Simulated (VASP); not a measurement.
**From VASP inputs to Ansatz: InAs (strained zincblende)**

INCAR

```
SIGMA = 0.02
IBRION = -1
ALGO = Normal
EDIFF = 1E-7
LWAVE = .FALSE.
METAGGA = R2SCAN
ISIF = 2
PREC = Accurate
NBANDS = 16
LASPH = .TRUE.
LREAL = .FALSE.
NSW = 0
NELM = 120
ISMEAR = -1
ENCUT = 520
LCHARG = .FALSE.
```

KPOINTS

```
KPOINTS created by Atomic Simulation Environment
0
Gamma
8 8 8
0 0 0
```

KPOINTS_OPT

```
special points
7
Reciprocal
0.0000000000 0.0000000000 0.0000000000 1
-0.5000000000 -0.5000000000 0.0000000000 1
-0.3750000000 -0.3750000000 0.2500000000 1
-0.3750000000 0.0000000000 0.3750000000 1
0.0000000000 0.0000000000 0.5000000000 1
-0.5000000000 -0.2500000000 0.2500000000 1
-0.0209150000 0.0000000000 -0.0209150000 1
```

POSCAR

```
In As
 1.0000000000000000
     0.0000000000000000    3.1156822824999999    2.9876679456000002
     3.1156822824999999    0.0000000000000000    2.9876679456000002
     3.1156822824999999    3.1156822824999999    0.0000000000000000
 In  As
   1   1
Cartesian
  0.0000000000000000  0.0000000000000000  0.0000000000000000
  1.5578411412499999  1.5578411412499999  1.4938339728000001
```

VASP ran with the recommended PBE PAW datasets (18 valence electrons in the cell).

Q: Write an Ansatz input for this cell and level of theory.

A: 

```yaml
crystal:
  lattice:
    - [0.0, 3.1156822825, 2.9876679456]
    - [3.1156822825, 0.0, 2.9876679456]
    - [3.1156822825, 3.1156822825, 0.0]
  atoms:
    - { symbol: In, position: [0.0, 0.0, 0.0] }
    - { symbol: As, position: [0.25, 0.25, 0.25] }
kpoints:
  mp_grid: { grid: [8, 8, 8] }
  band_path:
    path:
      - [0.0, 0.0, 0.0]
      - [-0.5, -0.5, 0.0]
      - [-0.375, -0.375, 0.25]
      - [-0.375, 0.0, 0.375]
      - [0.0, 0.0, 0.5]
      - [-0.5, -0.25, 0.25]
      - [-0.020915, 0.0, -0.020915]
    npoints: 1
hamiltonian:
  xc: r2scan
scf:
  occupations: { method: fermi_dirac, width: 0.02 }
  n_extra_bands: 4
output:
  forces: true
  stress: true
  eigenvalues: true
```

Other inputs would serve too.

|  | VASP | Ansatz |
| --- | --- | --- |
| gap between bands v and c | 0.02 eV | 0.02 eV |
| least direct gap | 0.15 eV | 0.15 eV |
| pressure | -1.0 GPa | -1.0 GPa |

Datasets and cutoffs are each program's own. VASP's cell holds 18 valence electrons and Ansatz's 28. Ansatz's stress includes a Pulay correction; VASP's doesn't.
